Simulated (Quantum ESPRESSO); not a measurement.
# Co (P6_3/mmc) in Quantum ESPRESSO: settings compared

The runs below take Co through band structure, single point, equation of state, with PBE, PBEsol.

Program: Quantum ESPRESSO 7.5. These are calculated values, not measurements. Logs are shortened: lines on timing, memory, paths and dates and some standing lists are left out, and cuts for length are marked.

## 1. The crystal as given

Symmetry: P6_3/mmc, No. 194, hexagonal system. The conventional cell has a = 2.472 Å, b = 2.472 Å, c = 4.021 Å, α = 90.00°, β = 90.00°, γ = 120.00°. Around Co (site symmetry -6m2) lie 12 Co at 2.47 Å.

## 2. Band structure, PBE, collinear spin, ferromagnetic start

pw.in

```
&CONTROL
  calculation = 'scf'
  prefix = 'pwscf'
  outdir = './tmp'
  pseudo_dir = './pseudo'
  tprnfor = .true.
  tstress = .true.
  disk_io = 'low'
/
&SYSTEM
  ibrav = 0
  nat = 2
  ntyp = 1
  ecutwfc = 55
  ecutrho = 440
  nbnd = 28
  occupations = 'smearing'
  smearing = 'fd'
  degauss = 0.00367493
  nspin = 2
  starting_magnetization(1) = 0.1176
/
&ELECTRONS
  conv_thr = 4d-10
  electron_maxstep = 120
  mixing_beta = 0.3
/
ATOMIC_SPECIES
Co    58.9332 Co_pbe_v1.2.uspp.F.UPF
CELL_PARAMETERS angstrom
   2.4719999032    0.0000000000    0.0000000000
  -1.2359999516    2.1408147143    0.0000000000
   0.0000000000    0.0000000000    4.0211440800
ATOMIC_POSITIONS angstrom
Co     1.2359999517    0.7136049047    3.0158580600
Co    -0.0000000001    1.4272098096    1.0052860200
K_POINTS automatic
12 12 7 0 0 0
```

bands.in

```
&CONTROL
  calculation = 'bands'
  prefix = 'pwscf'
  outdir = './tmp'
  pseudo_dir = './pseudo'
  disk_io = 'low'
  verbosity = 'high'
/
&SYSTEM
  ibrav = 0
  nat = 2
  ntyp = 1
  ecutwfc = 55
  ecutrho = 440
  nbnd = 28
  occupations = 'smearing'
  smearing = 'fd'
  degauss = 0.00367493
  nspin = 2
  starting_magnetization(1) = 0.1176
/
&ELECTRONS
  conv_thr = 1d-08
  electron_maxstep = 120
  mixing_beta = 0.3
  diago_full_acc = .true.
/
ATOMIC_SPECIES
Co    58.9332 Co_pbe_v1.2.uspp.F.UPF
CELL_PARAMETERS angstrom
   2.4719999032    0.0000000000    0.0000000000
  -1.2359999516    2.1408147143    0.0000000000
   0.0000000000    0.0000000000    4.0211440800
ATOMIC_POSITIONS angstrom
Co     1.2359999517    0.7136049047    3.0158580600
Co    -0.0000000001    1.4272098096    1.0052860200
K_POINTS crystal
60
 0.0000000000  0.0000000000  0.0000000000 1
 0.0714285714  0.0000000000  0.0000000000 1
 0.1428571429  0.0000000000  0.0000000000 1
 0.2142857143  0.0000000000  0.0000000000 1
 0.2857142857  0.0000000000  0.0000000000 1
 0.3571428571  0.0000000000  0.0000000000 1
 0.4285714286  0.0000000000  0.0000000000 1
 0.5000000000  0.0000000000  0.0000000000 1
 0.4583333333  0.0833333333  0.0000000000 1
 0.4166666667  0.1666666667  0.0000000000 1
 0.3750000000  0.2500000000  0.0000000000 1
 0.3333333333  0.3333333333  0.0000000000 1
 0.2962962963  0.2962962963  0.0000000000 1
 0.2592592593  0.2592592593  0.0000000000 1
 0.2222222222  0.2222222222  0.0000000000 1
 0.1851851852  0.1851851852  0.0000000000 1
 0.1481481481  0.1481481481  0.0000000000 1
 0.1111111111  0.1111111111  0.0000000000 1
 0.0740740741  0.0740740741  0.0000000000 1
 0.0370370370  0.0370370370  0.0000000000 1
 0.0000000000  0.0000000000  0.0000000000 1
 0.0000000000  0.0000000000  0.1250000000 1
 0.0000000000  0.0000000000  0.2500000000 1
 0.0000000000  0.0000000000  0.3750000000 1
 0.0000000000  0.0000000000  0.5000000000 1
 0.0625000000  0.0000000000  0.5000000000 1
 0.1250000000  0.0000000000  0.5000000000 1
 0.1875000000  0.0000000000  0.5000000000 1
 0.2500000000  0.0000000000  0.5000000000 1
 0.3125000000  0.0000000000  0.5000000000 1
 0.3750000000  0.0000000000  0.5000000000 1
 0.4375000000  0.0000000000  0.5000000000 1
 0.5000000000  0.0000000000  0.5000000000 1
 0.4666666667  0.0666666667  0.5000000000 1
 0.4333333333  0.1333333333  0.5000000000 1
 0.4000000000  0.2000000000  0.5000000000 1
 0.3666666667  0.2666666667  0.5000000000 1
 0.3333333333  0.3333333333  0.5000000000 1
 0.3030303030  0.3030303030  0.5000000000 1
 0.2727272727  0.2727272727  0.5000000000 1
 0.2424242424  0.2424242424  0.5000000000 1
 0.2121212121  0.2121212121  0.5000000000 1
 0.1818181818  0.1818181818  0.5000000000 1
 0.1515151515  0.1515151515  0.5000000000 1
 0.1212121212  0.1212121212  0.5000000000 1
 0.0909090909  0.0909090909  0.5000000000 1
 0.0606060606  0.0606060606  0.5000000000 1
 0.0303030303  0.0303030303  0.5000000000 1
 0.0000000000  0.0000000000  0.5000000000 1
 0.5000000000  0.0000000000  0.5000000000 1
 0.5000000000  0.0000000000  0.3750000000 1
 0.5000000000  0.0000000000  0.2500000000 1
 0.5000000000  0.0000000000  0.1250000000 1
 0.5000000000  0.0000000000  0.0000000000 1
 0.3333333333  0.3333333333  0.0000000000 1
 0.3333333333  0.3333333333  0.1000000000 1
 0.3333333333  0.3333333333  0.2000000000 1
 0.3333333333  0.3333333333  0.3000000000 1
 0.3333333333  0.3333333333  0.4000000000 1
 0.3333333333  0.3333333333  0.5000000000 1
```

Potentials or basis: SSSP 1.3 efficiency PBE.

Run with:

```bash
> OMP_NUM_THREADS=1 pw.x -in pw.in > pw.out
> OMP_NUM_THREADS=1 pw.x -in bands.in > bands.out
```

pw.out:

```text
This program is part of the open-source Quantum ESPRESSO suite
     for quantum simulation of materials; please cite
         "P. Giannozzi et al., J. Phys.:Condens. Matter 21 395502 (2009);
         "P. Giannozzi et al., J. Phys.:Condens. Matter 29 465901 (2017);
         "P. Giannozzi et al., J. Chem. Phys. 152 154105 (2020);
     in publications or presentations arising from this work. More details at

     Message from routine setup:
     using ibrav=0 with symmetry is DISCOURAGED, use correct ibrav instead

     G-vector sticks info
     --------------------
     sticks:   dense  smooth     PW     G-vecs:    dense   smooth      PW
     Sum         661     337    109                22443     7847    1389

     Using Slab Decomposition

     bravais-lattice index     =            0
     lattice parameter (alat)  =       4.6714  a.u.
     unit-cell volume          =     143.6064 (a.u.)^3
     number of atoms/cell      =            2
     number of atomic types    =            1
     number of electrons       =        34.00
     number of Kohn-Sham states=           28
     kinetic-energy cutoff     =      55.0000  Ry
     charge density cutoff     =     440.0000  Ry
     scf convergence threshold =      4.0E-10
     mixing beta               =       0.3000
     number of iterations used =            8  plain     mixing
     Exchange-correlation= SLA  PW   PBE  PBE
                           (   1   4   3   4   0   0   0)

     celldm(1)=   4.671403  celldm(2)=   0.000000  celldm(3)=   0.000000
     celldm(4)=   0.000000  celldm(5)=   0.000000  celldm(6)=   0.000000

     crystal axes: (cart. coord. in units of alat)
               a(1) = (   1.000000   0.000000   0.000000 )
               a(2) = (  -0.500000   0.866025   0.000000 )
               a(3) = (   0.000000   0.000000   1.626676 )

     reciprocal axes: (cart. coord. in units 2 pi/alat)
               b(1) = (  1.000000  0.577350 -0.000000 )
               b(2) = (  0.000000  1.154701  0.000000 )
               b(3) = (  0.000000 -0.000000  0.614750 )

     PseudoPot. # 1 for Co read from file:
     Co_pbe_v1.2.uspp.F.UPF
     Pseudo is Ultrasoft + core correction, Zval = 17.0
     Generated by new atomic code, or converted to UPF format
     Using radial grid of  863 points,  6 beta functions with:
                l(1) =   0
                l(2) =   0
                l(3) =   1
                l(4) =   1
                l(5) =   2
                l(6) =   2
     Q(r) pseudized with  8 coefficients,  rinner =    1.200   1.200   1.200
                                                       1.200   1.200

     atomic species   valence    mass     pseudopotential
     Co               17.00    58.93320     Co( 1.00)

     Starting magnetic structure
     atomic species   magnetization
     Co              0.118

     24 Sym. Ops., with inversion, found (12 have fractional translation)

   Cartesian axes

     site n.     atom                  positions (alat units)
         1        Co     tau(   1) = (   0.5000000   0.2886751   1.2200074  )
         2        Co     tau(   2) = (  -0.0000000   0.5773503   0.4066691  )

     number of k points=    76  Fermi-Dirac smearing, width (Ry)=  0.0037
                       cart. coord. in units 2pi/alat
        k(    1) = (   0.0000000   0.0000000   0.0000000), wk =   0.0009921
        k(    2) = (   0.0000000   0.0000000   0.0878215), wk =   0.0019841
        k(    3) = (   0.0000000   0.0000000   0.1756430), wk =   0.0019841
        k(    4) = (   0.0000000   0.0000000   0.2634645), wk =   0.0019841
        k(    5) = (   0.0000000   0.0962250   0.0000000), wk =   0.0059524
        k(    6) = (   0.0000000   0.0962250   0.0878215), wk =   0.0119048
[... 68 lines left out ...]
        k(   75) = (   0.3333333   0.5773503   0.1756430), wk =   0.0039683
        k(   76) = (   0.3333333   0.5773503   0.2634645), wk =   0.0039683

     Dense  grid:    22443 G-vectors     FFT dimensions: (  32,  32,  54)

     Smooth grid:     7847 G-vectors     FFT dimensions: (  24,  24,  36)

     Check: negative core charge=   -0.000038
     Generating pointlists ...
     new r_m :   0.4114 (alat units)  1.9220 (a.u.) for type    1

     Initial potential from superposition of free atoms

     starting charge      32.0000, renormalised to      34.0000
     Starting wfcs are   26 randomized atomic wfcs +    2 random wfcs

     Self-consistent Calculation

     iteration #  1     ecut=    55.00 Ry     beta= 0.30
     Davidson diagonalization with overlap
     ethr =  1.00E-02,  avg # of iterations =  4.6

     total energy              =    -593.94750785 Ry
     estimated scf accuracy    <      14.15834345 Ry

     total magnetization       =     2.13 Bohr mag/cell
     absolute magnetization    =     2.18 Bohr mag/cell

     iteration #  2     ecut=    55.00 Ry     beta= 0.30
     Davidson diagonalization with overlap
     ethr =  1.00E-02,  avg # of iterations =  2.0

     total energy              =    -596.88656264 Ry
     estimated scf accuracy    <       0.50981978 Ry

     total magnetization       =     3.12 Bohr mag/cell
     absolute magnetization    =     3.28 Bohr mag/cell

     iteration #  3     ecut=    55.00 Ry     beta= 0.30
     Davidson diagonalization with overlap
     ethr =  1.50E-03,  avg # of iterations =  1.2

     total energy              =    -596.97796453 Ry
     estimated scf accuracy    <       0.00816364 Ry

     total magnetization       =     3.24 Bohr mag/cell
     absolute magnetization    =     3.43 Bohr mag/cell

     iteration #  4     ecut=    55.00 Ry     beta= 0.30
     Davidson diagonalization with overlap
     ethr =  2.40E-05,  avg # of iterations =  3.4

     total energy              =    -596.97944814 Ry
     estimated scf accuracy    <       0.00259174 Ry

     total magnetization       =     3.24 Bohr mag/cell
     absolute magnetization    =     3.46 Bohr mag/cell

     iteration #  5     ecut=    55.00 Ry     beta= 0.30
     Davidson diagonalization with overlap
     ethr =  7.62E-06,  avg # of iterations =  2.0

     total energy              =    -596.98007639 Ry
     estimated scf accuracy    <       0.00057981 Ry
[... 38 lines left out ...]
     total energy              =    -596.98027974 Ry
     estimated scf accuracy    <       0.00000049 Ry

     total magnetization       =     3.29 Bohr mag/cell
     absolute magnetization    =     3.64 Bohr mag/cell

     iteration # 10     ecut=    55.00 Ry     beta= 0.30
     Davidson diagonalization with overlap
     ethr =  1.45E-09,  avg # of iterations =  1.5

     total energy              =    -596.98027988 Ry
     estimated scf accuracy    <       0.00000005 Ry

     total magnetization       =     3.29 Bohr mag/cell
     absolute magnetization    =     3.64 Bohr mag/cell

     iteration # 11     ecut=    55.00 Ry     beta= 0.30
     Davidson diagonalization with overlap
     ethr =  1.47E-10,  avg # of iterations =  1.5

     total energy              =    -596.98027991 Ry
     estimated scf accuracy    <          4.2E-09 Ry

     total magnetization       =     3.29 Bohr mag/cell
     absolute magnetization    =     3.64 Bohr mag/cell

     iteration # 12     ecut=    55.00 Ry     beta= 0.30
     Davidson diagonalization with overlap
     ethr =  1.24E-11,  avg # of iterations =  1.5

     Magnetic moment per site  (integrated on atomic sphere of radius R)
     atom   1 (R=0.411)  charge= 15.5850  magn=  1.7261
     atom   2 (R=0.411)  charge= 15.5850  magn=  1.7261

     End of self-consistent calculation

     Number of k-points >= 100: set verbosity='high' to print the bands.

     the Fermi energy is    18.9305 ev

!    total energy              =    -596.98027993 Ry
     estimated scf accuracy    <          9.4E-11 Ry
     smearing contrib. (-TS)   =      -0.00109727 Ry
     internal energy E=F+TS    =    -596.97918266 Ry

     The total energy is F=E-TS. E is the sum of the following terms:
     one-electron contribution =    -304.93886838 Ry
     hartree contribution      =     174.99241646 Ry
     xc contribution           =     -65.39548986 Ry
     ewald contribution        =    -401.63724088 Ry

     total magnetization       =     3.29 Bohr mag/cell
     absolute magnetization    =     3.64 Bohr mag/cell

     convergence has been achieved in  12 iterations

     Forces acting on atoms (cartesian axes, Ry/au):

     atom    1 type  1   force =     0.00000000    0.00000000    0.00000000
     atom    2 type  1   force =     0.00000000    0.00000000    0.00000000

     Total force =     0.000000     Total SCF correction =     0.000000

     Computing stress (Cartesian axis) and pressure

          total   stress  (Ry/bohr**3)                   (kbar)     P=       49.46
   0.00039832   0.00000000  -0.00000000           58.60        0.00       -0.00
   0.00000000   0.00039832  -0.00000000            0.00       58.60       -0.00
   0.00000000   0.00000000   0.00021209            0.00        0.00       31.20

=------------------------------------------------------------------------------=
   JOB DONE.
=------------------------------------------------------------------------------=
```

Wall time 76 s (1 thread of Arm Neoverse V2, shared host); peak memory 0.17 GiB.

What came out:

* Free energy: -8122.3305 eV
* Pressure: 4.9 GPa
* Band gap on the k mesh: none (metal or under the smearing width)
* Net moment: 3.29 μB per cell
* Absolute moment: 3.64 μB per cell
* Site moments: Co +1.73 μB
* Valence electrons inside the program's atomic spheres: Co 15.59

Levels at the corners of the path, in eV from the Fermi level:
Spin up:
```csv
point,band 15,band 16,band 17,band 18,band 19,band 20,band 21,band 22
Γ,-2.42,-2.04,-2.04,-0.92,-0.92,-0.30,6.30,21.97
M,-2.34,-0.77,-0.70,-0.62,1.24,3.30,9.65,10.31
K,-2.07,-1.04,-1.04,-0.93,4.48,5.32,5.32,12.37
Γ,-2.42,-2.04,-2.04,-0.92,-0.92,-0.30,6.30,21.97
A,-2.80,-2.80,-1.24,-1.24,-1.24,-1.24,14.92,14.92
L,-1.17,-1.17,-0.68,-0.68,1.50,1.50,7.31,7.31
H,-2.03,-2.03,-0.87,-0.87,5.71,5.71,7.33,7.33
A,-2.80,-2.80,-1.24,-1.24,-1.24,-1.24,14.92,14.92
L,-1.17,-1.17,-0.68,-0.68,1.50,1.50,7.31,7.31
M,-2.34,-0.77,-0.70,-0.62,1.24,3.30,9.65,10.31
K,-2.07,-1.04,-1.04,-0.93,4.48,5.32,5.32,12.37
H,-2.03,-2.03,-0.87,-0.87,5.71,5.71,7.33,7.33
```
Spin down:
```
point  band 13  band 14  band 15  band 16  band 17  band 18  band 19  band 20
    Γ    -0.96    -0.58    -0.58    -0.36    -0.12    -0.12     1.13     1.13
    M    -1.11    -1.08    -0.63     1.30     1.40     1.47     2.64     4.40
    K    -1.41    -1.41    -0.32     0.98     0.98     1.13     5.37     6.18
    Γ    -0.96    -0.58    -0.58    -0.36    -0.12    -0.12     1.13     1.13
    A    -1.02    -1.02    -1.02    -1.02     0.78     0.78     0.78     0.78
    L    -0.02    -0.02     0.22     0.22     1.40     1.40     2.23     2.23
    H    -1.80    -1.80    -0.16    -0.16     1.17     1.17     6.44     6.44
    A    -1.02    -1.02    -1.02    -1.02     0.78     0.78     0.78     0.78
    L    -0.02    -0.02     0.22     0.22     1.40     1.40     2.23     2.23
    M    -1.11    -1.08    -0.63     1.30     1.40     1.47     2.64     4.40
    K    -1.41    -1.41    -0.32     0.98     0.98     1.13     5.37     6.18
    H    -1.80    -1.80    -0.16    -0.16     1.17     1.17     6.44     6.44
```

## 3. Single point, PBEsol, collinear spin, ferromagnetic start, 10.00 Å³/atom

pw.in

```
&CONTROL
  calculation = 'scf'
  prefix = 'pwscf'
  outdir = './tmp'
  pseudo_dir = './pseudo'
  tprnfor = .true.
  tstress = .true.
  disk_io = 'nowf'
/
&SYSTEM
  ibrav = 0
  nat = 2
  ntyp = 1
  ecutwfc = 96
  nbnd = 28
  occupations = 'smearing'
  smearing = 'fd'
  degauss = 0.00367493
  nspin = 2
  starting_magnetization(1) = 0.1176
/
&ELECTRONS
  conv_thr = 4d-10
  electron_maxstep = 120
  mixing_beta = 0.3
/
ATOMIC_SPECIES
Co    58.9332 Co.upf
CELL_PARAMETERS angstrom
   2.4215367659    0.0000000000    0.0000000000
  -1.2107683830    2.0971123555    0.0000000000
   0.0000000000    0.0000000000    3.9390568819
ATOMIC_POSITIONS crystal
Co     0.6666666667    0.3333333333    0.7500000000
Co     0.3333333333    0.6666666667    0.2500000000
K_POINTS automatic
10 10 6 0 0 0
```

Potentials or basis: PseudoDojo 0.4.1 SR PBEsol standard.

Run with:

```bash
> OMP_NUM_THREADS=1 pw.x -in pw.in > pw.out
```

Wall time 94 s (1 thread of Arm Neoverse V1, shared host); peak memory 0.15 GiB.

The run converged. Its results:

| Item | Value |
| --- | --- |
| Free energy | -8317.3304 eV |
| Pressure | 10.4 GPa |
| Band gap on the k mesh | none (metal or under the smearing width) |
| Net moment | 3.16 μB per cell |
| Absolute moment | 3.41 μB per cell |
| Site moments | Co +1.64 μB |
| Valence electrons inside the program's atomic spheres | Co 15.54 |

## 4. Single point, PBEsol, collinear spin, ferromagnetic start, 10.21 Å³/atom

pw.in, as its differences from that of step 3:

```diff
@@ -29,5 +29,5 @@
 CELL_PARAMETERS angstrom
-   2.4215367659    0.0000000000    0.0000000000
-  -1.2107683830    2.0971123555    0.0000000000
-   0.0000000000    0.0000000000    3.9390568819
+   2.4385904036    0.0000000000    0.0000000000
+  -1.2192952018    2.1118812389    0.0000000000
+   0.0000000000    0.0000000000    3.9667976331
 ATOMIC_POSITIONS crystal
```

Run with:

```bash
> OMP_NUM_THREADS=1 pw.x -in pw.in > pw.out
```

Wall time 93 s (1 thread of Arm Neoverse V1, shared host); peak memory 0.15 GiB.

Results (log left out):

| Property | Result |
| --- | --- |
| Free energy | -8317.3507 eV |
| Pressure | 4.9 GPa |
| Band gap on the k mesh | none (metal or under the smearing width) |
| Net moment | 3.23 μB per cell |
| Absolute moment | 3.49 μB per cell |
| Site moments | Co +1.67 μB |
| Valence electrons inside the program's atomic spheres | Co 15.55 |

## 5. Single point, PBEsol, collinear spin, ferromagnetic start, 10.43 Å³/atom

pw.in, as its differences from that of step 4:

```diff
@@ -29,5 +29,5 @@
 CELL_PARAMETERS angstrom
-   2.4385904036    0.0000000000    0.0000000000
-  -1.2192952018    2.1118812389    0.0000000000
-   0.0000000000    0.0000000000    3.9667976331
+   2.4554087999    0.0000000000    0.0000000000
+  -1.2277044000    2.1264463974    0.0000000000
+   0.0000000000    0.0000000000    3.9941557227
 ATOMIC_POSITIONS crystal
```

Run with:

```bash
> OMP_NUM_THREADS=1 pw.x -in pw.in > pw.out
```

It took 95 s on 1 thread of Arm Neoverse V1, shared host; peak memory 0.16 GiB.

Results (log left out):

```
Free energy                                           : -8317.3570 eV
Pressure                                              : -0.3 GPa
Band gap on the k mesh                                : none (metal or under the smearing width)
Net moment                                            : 3.27 μB per cell
Absolute moment                                       : 3.54 μB per cell
Site moments                                          : Co +1.70 μB
Valence electrons inside the program's atomic spheres : Co 15.57
```

## 6. Single point, PBEsol, collinear spin, ferromagnetic start, 10.64 Å³/atom

pw.in, as its differences from that of step 5:

```diff
@@ -29,5 +29,5 @@
 CELL_PARAMETERS angstrom
-   2.4554087999    0.0000000000    0.0000000000
-  -1.2277044000    2.1264463974    0.0000000000
-   0.0000000000    0.0000000000    3.9941557227
+   2.4719999032    0.0000000000    0.0000000000
+  -1.2359999516    2.1408147143    0.0000000000
+   0.0000000000    0.0000000000    4.0211440800
 ATOMIC_POSITIONS crystal
```

Potentials or basis: PseudoDojo 0.4.1 SR PBEsol standard.

Run with:

```bash
> OMP_NUM_THREADS=1 pw.x -in pw.in > pw.out
```

Wall time 88 s (1 thread of Arm Neoverse V1, shared host); peak memory 0.16 GiB.

It converged, with:

```yaml
Free_energy: -8317.3502 eV
Pressure: -4.9 GPa
Band_gap_on_the_k_mesh: none (metal or under the smearing width)
Net_moment: 3.29 μB per cell
Absolute_moment: 3.58 μB per cell
Site_moments: Co +1.71 μB
Valence_electrons_inside_the_program's_atomic_spheres: Co 15.58
```

## 7. Single point, PBEsol, collinear spin, ferromagnetic start, 10.85 Å³/atom

pw.in, as its differences from that of step 6:

```diff
@@ -29,5 +29,5 @@
 CELL_PARAMETERS angstrom
-   2.4719999032    0.0000000000    0.0000000000
-  -1.2359999516    2.1408147143    0.0000000000
-   0.0000000000    0.0000000000    4.0211440800
+   2.4883712406    0.0000000000    0.0000000000
+  -1.2441856203    2.1549927084    0.0000000000
+   0.0000000000    0.0000000000    4.0477749493
 ATOMIC_POSITIONS crystal
```

Run with:

```bash
> OMP_NUM_THREADS=1 pw.x -in pw.in > pw.out
```

Wall time 91 s (1 thread of Arm Neoverse V1, shared host); peak memory 0.16 GiB.

It converged, with:

```yaml
Free_energy: -8317.3316 eV
Pressure: -9.1 GPa
Band_gap_on_the_k_mesh: none (metal or under the smearing width)
Net_moment: 3.31 μB per cell
Absolute_moment: 3.61 μB per cell
Site_moments: Co +1.73 μB
Valence_electrons_inside_the_program's_atomic_spheres: Co 15.60
```

[end of part 1 of 2]
